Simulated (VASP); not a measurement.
# CO2 in VASP 6.6.1, single-point calculation

INCAR

```
ENCUT = 500
NSW = 0
LREAL = .FALSE.
LWAVE = .FALSE.
LCHARG = .FALSE.
PREC = Accurate
SIGMA = 0.3
ISMEAR = 1
GGA = PE
NBANDS = 18
LASPH = .TRUE.
IBRION = -1
EDIFF = 1E-7
ISIF = 2
NELM = 120
```

KPOINTS

```
KPOINTS created by Atomic Simulation Environment
0
Gamma
6 6 6
0 0 0
```

POSCAR

```
C  O
 1.0000000000000000
     3.9678365154000002    0.0000000000000000    0.0000000000000000
     0.0000000000000000    3.9678365154000002    0.0000000000000000
     0.0000000000000000    0.0000000000000000    4.3582814193999999
 C   O
   2   4
Cartesian
  1.9839182577000001  1.9839182577000001  2.1791407097000004
 -0.0000000000000000  0.0000000000000000  0.0000000000000000
  1.1645879358292557  2.8032485795707451  2.1791407097000004
  2.8032485795707451  1.1645879358292557  2.1791407097000004
  0.8193303218707445  0.8193303218707445  0.0000000000000000
  3.1485061935292551  3.1485061935292551  0.0000000000000000
```

The recommended PBE PAW datasets give the neutral cell 32 valence electrons.

Command

```
mpirun -np 1 vasp_std
```

Q: How does this run end, and what does it give?

A: It converged. Results: gap between bands v and c on the k mesh 6.82 eV; least direct gap on the k mesh 7.44 eV; pressure 11.3 GPa; largest force 1.43 eV/Å. Band v is the last that the valence electrons fill when counted band by band, and c is the next.

OSZICAR

```
N       E                     dE             d eps       ncg     rms          rms(c)
DAV:   1     0.206862820964E+03    0.20686E+03   -0.17958E+04  1440   0.162E+03
DAV:   2    -0.382869357282E+02   -0.24515E+03   -0.24042E+03  2084   0.358E+02
DAV:   3    -0.486293585515E+02   -0.10342E+02   -0.10316E+02  1540   0.845E+01
DAV:   4    -0.487896278056E+02   -0.16027E+00   -0.15996E+00  1912   0.105E+01
DAV:   5    -0.487919165463E+02   -0.22887E-02   -0.22870E-02  1594   0.128E+00    0.138E+01
DAV:   6    -0.458121169080E+02    0.29798E+01   -0.13925E+01  1580   0.273E+01    0.612E+00
DAV:   7    -0.456112730138E+02    0.20084E+00   -0.46387E-01  1634   0.614E+00    0.349E+00
DAV:   8    -0.455629575359E+02    0.48315E-01   -0.39216E-01  1578   0.499E+00    0.821E-01
DAV:   9    -0.455544248040E+02    0.85327E-02   -0.37101E-02  1594   0.160E+00    0.420E-01
DAV:  10    -0.455547966149E+02   -0.37181E-03   -0.56740E-03  1952   0.586E-01    0.776E-02
DAV:  11    -0.455548821423E+02   -0.85527E-04   -0.65265E-04  1594   0.209E-01    0.252E-02
DAV:  12    -0.455548972803E+02   -0.15138E-04   -0.50733E-05  1596   0.583E-02    0.103E-02
DAV:  13    -0.455548958528E+02    0.14274E-05   -0.67971E-06  1642   0.219E-02    0.257E-03
DAV:  14    -0.455548959312E+02   -0.78345E-07   -0.18002E-06  2064   0.102E-02    0.202E-03
DAV:  15    -0.455548959283E+02    0.28899E-08   -0.15287E-07   966   0.329E-03
   1 F= -.45554896E+02 E0= -.45561941E+02  d E =0.211352E-01
```

For comparison, a separate PBE run of the intended cell, on usual settings and not on those above, gives a gap of 6.82 eV on its mesh and a pressure of 11.4 GPa.
